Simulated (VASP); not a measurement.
A run of VASP 6.6.1 is set up as follows.

The input INCAR:

```
SYSTEM = AlN
PREC = Accurate
ENCUT = 520
EDIFF = 1E-6
ISMEAR = 0
SIGMA = 0.01
LREAL = .False.
LASPH = .True.
NELM = 60
ALGO = Normal
ISIF = 2
LWAVE = .False.
LCHARG = .False.
GGA = PS
NBANDS = 26
```

KPOINTS

```
Automatic mesh
0
Gamma
  6 4 4
  0 0 0
```

POSCAR

```
AlN
1.0
    3.1100000000      0.0000000000      0.0000000000
    0.0000000000      4.9800000000      0.0000000000
    0.0000000000      0.0000000000      5.3960219089
Al N
4 4
Direct
    0.0000000000     -0.0010356961     -0.0000609420
    0.5000000000      0.4989643039      0.1667276087
    0.5000000000     -0.0010356961      0.4999390580
    0.0000000000      0.4989643039      0.6667276087
    0.0000000000      0.3810356961     -0.0001570436
    0.5000000000      0.8810356961      0.1668237103
    0.5000000000      0.3810356961      0.4998429564
    0.0000000000      0.8810356961      0.6668237103
```

Potentials or basis: VASP PAW PBE potentials, release 64 (Al, N).

The run is started by

```console
$ cat potpaw_PBE.64/Al/POTCAR potpaw_PBE.64/N/POTCAR > POTCAR
$ mpirun -np 1 vasp_std > vasp.out
```

Q: Estimate the band gap on the k mesh.

A: 4.12 eV.

Q: Predict the pressure.

A: 0.3 GPa.

Stress tensor (GPa, compression positive):
```
0.47 0.00 0.00
0.00 0.31 0.00
0.00 0.00 0.02
```

Caveat: the PAW data sets were made with another functional, which shifts forces and pressure a little. PBEsol gaps usually lie below the measured ones, often by a third to a half.
